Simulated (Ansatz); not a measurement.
**Formation energy of Cu$_{3}$Au (Auricupride)**

```
CELL_PARAMETERS angstrom
3.71183 0.00000 0.00000
0.00000 3.71183 0.00000
0.00000 0.00000 3.71183
ATOMIC_POSITIONS crystal
Cu 0.00000 0.50000 0.50000
Cu 0.50000 0.00000 0.50000
Cu 0.50000 0.50000 0.00000
Au 0.00000 0.00000 0.00000
```

The cell comes from a relaxation on PAW files under the same functional, begun from a database entry that needn't be the ground state.

Computed with Ansatz 0.2.0; functional PBEsol, scalar-relativistic. Settings: a Γ-centred 10×10×10 k mesh, Fermi–Dirac smearing of 0.05 eV, no spin polarisation. Methods: LAPW: all electrons, basis error target 0.5 meV/atom; PAW: frozen-core files, cutoff 420 eV.

The elements are taken as Au fcc, Cu fcc, each relaxed on PAW files under the same functional and computed by the same method as the compound; zero-point and thermal terms are left out.

Spin–orbit coupling is left out, which matters for the heavy atoms. The PAW files were made under PBE.

**Question.** What is the formation energy by LAPW, and how far do the other methods lie from it?

**Answer.** -0.043 eV/atom; PAW +0.2 meV/atom. The compound is bound against these elements; other compounds of the system weren't compared.

**Question.** Give the LAPW value for one formula unit in kJ/mol.

**Answer.** -0.043 eV/atom × 4 atoms × 96.485 kJ/(mol·eV) = -16.6 kJ/mol, at zero temperature and without zero-point motion.
